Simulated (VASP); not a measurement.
VASP 6.6.1 run: PbS

INCAR

```
NBANDS = 17
NELM = 78
IBRION = -1
PREC = Accurate
SIGMA = 0.02
LASPH = .TRUE.
ENCUT = 520
LWAVE = .FALSE.
GGA = PE
ISMEAR = -1
EDIFF = 1E-7
LCHARG = .FALSE.
LREAL = .TRUE.
NSW = 0
ISIF = 2
```

KPOINTS

```
KPOINTS created by Atomic Simulation Environment
0
Gamma
8 8 8
0 0 0
```

POSCAR

```
Pb S
 1.0000000000000000
     0.0000000000000000    2.9872326910541420    2.9872326910541420
     2.9872326910541420    0.0000000000000000    2.9872326910541420
     2.9872326910541420    2.9872326910541420    0.0000000000000000
 Pb  S
   1   1
Cartesian
 -0.0000000000000000  0.0000000000000000  0.0000000000000000
  2.9872326910541420  2.9872326910541420  2.9872326910541420
```

The recommended PBE PAW datasets give the neutral cell 20 valence electrons.

Command

```
mpirun -np 1 vasp_std
```

Question: How does this run end, and what does it give?

Answer: It converged. Results: gap between bands v and c on the k mesh 0.44 eV; least direct gap on the k mesh 0.44 eV; pressure 0.9 GPa. Band v is the last that the valence electrons fill when counted band by band, and c is the next.

OSZICAR

```
N       E                     dE             d eps       ncg     rms          rms(c)
DAV:   1     0.159683687692E+03    0.15968E+03   -0.96430E+03   986   0.124E+03
DAV:   2     0.336925103375E+01   -0.15631E+03   -0.15109E+03  1052   0.317E+02
DAV:   3    -0.895674412789E+01   -0.12326E+02   -0.12045E+02  1342   0.935E+01
DAV:   4    -0.925758118114E+01   -0.30084E+00   -0.30065E+00  1241   0.160E+01
DAV:   5    -0.926940852204E+01   -0.11827E-01   -0.11827E-01  1531   0.306E+00    0.446E+00
DAV:   6    -0.876314115727E+01    0.50627E+00   -0.14601E+00  1535   0.802E+00    0.314E+00
DAV:   7    -0.876414743558E+01   -0.10063E-02   -0.14257E-01  1150   0.187E+00    0.183E+00
DAV:   8    -0.876790527429E+01   -0.37578E-02   -0.16731E-02  1172   0.138E+00    0.293E-01
DAV:   9    -0.876737023533E+01    0.53504E-03   -0.36849E-03  1550   0.520E-01    0.847E-02
DAV:  10    -0.876756476035E+01   -0.19453E-03   -0.39090E-04  1095   0.113E-01    0.590E-02
DAV:  11    -0.876757127142E+01   -0.65111E-05   -0.63355E-05  1368   0.857E-02    0.169E-02
DAV:  12    -0.876757215064E+01   -0.87923E-06   -0.45420E-06  1265   0.220E-02    0.386E-03
DAV:  13    -0.876757214308E+01    0.75620E-08   -0.24918E-07  1303   0.495E-03
   1 F= -.87675721E+01 E0= -.87675721E+01  d E =-.120886E-06
```

For comparison, a separate PBE run of the intended cell, on usual settings and not on those above, gives a gap of 0.44 eV on its mesh and a pressure of 0.9 GPa.
